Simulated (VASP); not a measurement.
# Rh under changes of volume

One of the cells (13.307 Å³/atom); the others are scaled copies at fixed shape and fractional positions:

```
Rh
1.0
     2.66247    0.00000    0.00000
    -1.33124    2.30577    0.00000
     0.00000    0.00000    4.33525
Rh
2
Direct
  0.33333 0.66667 0.25000
  0.66667 0.33333 0.75000
```

This isn't the form of Rh at room conditions, which is fcc.

```yaml
Program: VASP 6.6.1
Functional: LDA
Potentials_or_basis: VASP PAW LDA potentials, release 64 (Rh_pv)
Cutoff: 520 eV
k_mesh: 10 × 10 × 6
Occupations: fermi-dirac, width 0.05 eV
Spin: no spin polarisation
```

```csv
volume (Å³/atom),energy over the lowest point (meV/atom),pressure (GPa)
12.775,23.03,14.4
13.041,5.63,6.7
13.307,0.00,0.1
13.573,?,?
13.839,18.85,-11.0
```

Problem. What does the run at 13.573 Å³/atom give?

Solution. Energy over the lowest point 4.80 meV/atom; pressure -5.8 GPa.

Worked out: A Birch-Murnaghan fit of order 2 (a polynomial in V^(-2/3)) to the other rows has its minimum at 13.32 Å³/atom with B0 = V·E''(V) = 314 GPa at fixed shape and positions, which overstates the stiffness. It gives 4.67 meV/atom at 13.573 Å³/atom, against the run's 4.80, and -dE/dV = -5.8 GPa, against -5.8.

Energies are extrapolated to zero smearing.
